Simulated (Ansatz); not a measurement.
## TiAl and the effect of the pressure

The cell as given:

It takes space group Pm-3m (No. 221, cubic). Conventional cell: a = 3.179 Å, b = 3.179 Å, c = 3.179 Å, α = 90.00°, β = 90.00°, γ = 90.00°. Ti (site symmetry m-3m) has 8 Al at 2.75 Å as nearest neighbours. Al (site symmetry m-3m) is surrounded by 8 Ti at 2.75 Å.

The cell comes from a database or a generator and needn't be the stable form of this composition.

Kept alike: task relaxation of cell and atoms; functional PBEsol; k mesh 8 × 8 × 8; occupations fermi-dirac, width 0.05 eV; no spin polarisation. Program: Ansatz, Ansatz PAW, cutoff 420 eV. The mesh is that of the run's cell of 2 atoms. No spin-orbit coupling.

```csv
"pressure, P (GPa)",volume (Å³/atom)
0,15.737
2,15.478
5,?
10,14.624
20,13.804
```

The relaxations keep at least the cell's symmetry (Pm-3m). For a metal such a mesh leaves the last digits unconverged. Runs of this series that gave no sound value for these columns are left out. The runs follow the start's structure, whether or not it is the stable one at these pressures. All rows use potentials made for PBE.

**Question.** Fit the rows shown and predict the run at 5 GPa.

**Answer.** Murnaghan's form V = V0 (1 + B′P/B0)^(-1/B′) through the rows shown has V0 = 15.7355, B0 = 118.7 GPa and B′ = 3.71 (largest miss 0.0024); at P = 5 it gives 15.132 Å³/atom. The run gave: volume 15.133 Å³/atom.

The volume falls steadily from 15.737 to 13.804 Å³/atom between 0 and 20 GPa, but each further GPa removes less of it, so the crystal stiffens as it is squeezed. Compression raises the kinetic energy of the valence electrons and strengthens the overlap repulsion between neighbouring atoms, and both grow faster than the gain from metallic cohesion and Ti d–Al p hybridisation. A B′ of 3.71 is ordinary for a metal.

The withheld run at 5 GPa lies within the fit's own largest miss, which suggests a smooth compression curve with no abrupt electronic change in this range. Because the point is an interpolation, it tests B0 and B′ only weakly: errors in the two can largely offset each other. Ordered TiAl near this composition normally adopts the tetragonal L1₀ structure, so the fitted stiffness belongs to the cubic B2 arrangement and shouldn't be read as that of the familiar γ phase. Resistance to uniform compression also leaves open whether the B2 lattice withstands a tetragonal shear.
